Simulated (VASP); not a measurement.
**Ru and the effect of the dispersion correction**

The cell as given:

It takes space group P6_3/mmc (No. 194, hexagonal). The conventional cell has a = 2.706 Å, b = 2.706 Å, c = 4.282 Å, α = 90.00°, β = 90.00°, γ = 120.00°. Ru (site symmetry -6m2) is surrounded by 12 Ru at 2.65 to 2.71 Å.

Kept alike: task relaxation of cell and atoms; functional SCAN; k mesh 11 × 11 × 6; occupations fermi-dirac, width 0.05 eV; no spin polarisation. Program: VASP, PBE PAW files Ru_pv, 600 eV. The mesh is that of the run's cell of 2 atoms. No spin-orbit coupling.

| dispersion correction | volume (Å³/atom) | first edge of the run's cell (Å) | third edge of the run's cell (Å) |
| --- | --- | --- | --- |
| D3(zero) | 13.312 | 2.691 | 4.245 |
| D3(BJ) | 13.296 | 2.690 | 4.243 |
| D4 | 13.320 | 2.692 | 4.246 |
| none | 13.380 | 2.696 | 4.251 |
| rVV10 (b = 15.7) | 13.324 | 2.692 | 4.246 |

The relaxations keep at least the cell's symmetry (P6_3/mmc). For a metal such a mesh leaves the last digits unconverged. Relaxations stop with a little pressure left, so the last digits of a volume or edge aren't settled. All rows use potentials made for PBE.

Task: What does the dispersion correction change here?

Result: The volume runs from 13.296 (D3(BJ)) to 13.380 Å³/atom (none). Against no correction: D3(zero) -0.5 %; D3(BJ) -0.6 %; D4 -0.4 %; rVV10 (b = 15.7) -0.4 %. Dispersion terms mostly attract and so lower the volume; the schemes' coefficients and damping set how far. The first edge of the run's cell runs from 2.690 (D3(BJ)) to 2.696 Å (none). The third edge of the run's cell runs from 4.243 (D3(BJ)) to 4.251 Å (none).
